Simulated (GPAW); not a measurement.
Crystal: Sn.

```xyz
2
Lattice="-2.9401 2.9401 1.5993 2.9401 -2.9401 1.5993 2.9401 2.9401 -1.5993" Properties=species:S:1:pos:R:3 pbc="T T T"
Sn    0.0000    0.0000    0.0000
Sn    0.0000    2.9401    0.7997
```

| Item | Value |
| --- | --- |
| Program | GPAW 26.7.0 |
| Task | relaxation of cell and atoms |
| Functional | PBEsol |
| Dispersion | D3 |
| Potentials or basis | PAW data sets generated in the run's folder for this functional |
| Cutoff | 600 eV |
| Basis | pw |
| k mesh | 7 × 7 × 7 |
| Occupations | fermi-dirac, width 0.05 eV |
| Spin | no spin polarisation |

At the start: pressure -2.6 GPa; volume 27.65 Å³/atom.

Problem. How do energy, volume and symmetry change on relaxing?

Solution. Over 6 steps the energy falls by 11.2 meV/atom and the volume is 26.33 Å³/atom (-4.8 %); space group I4_1/amd (No. 141, to 0.05 Å).

The path:
```
step  energy change (eV)  largest force (eV/Å)  pressure (GPa)  volume (Å³)
   1              0.0000                0.0000           -2.57        55.30
   2             -0.0076                0.0000           -2.12        54.78
   3             -0.0223                0.0000            0.16        52.50
   4             -0.0223                0.0000            0.00        52.65
   5             -0.0224                0.0000           -0.01        52.65
   6             -0.0224                0.0000            0.00        52.65
```

Final structure:
```
Sn
1.0
    -2.88588    2.88588    1.58059
     2.88588   -2.88588    1.58059
     2.88588    2.88588   -1.58059
Sn
2
Direct
  0.00000 0.00000 0.00000
  0.75000 0.25000 0.50000
```

Caveat: later steps reuse the first step's grids; pairwise dispersion overbinds metals, which lowers pressure and volume.
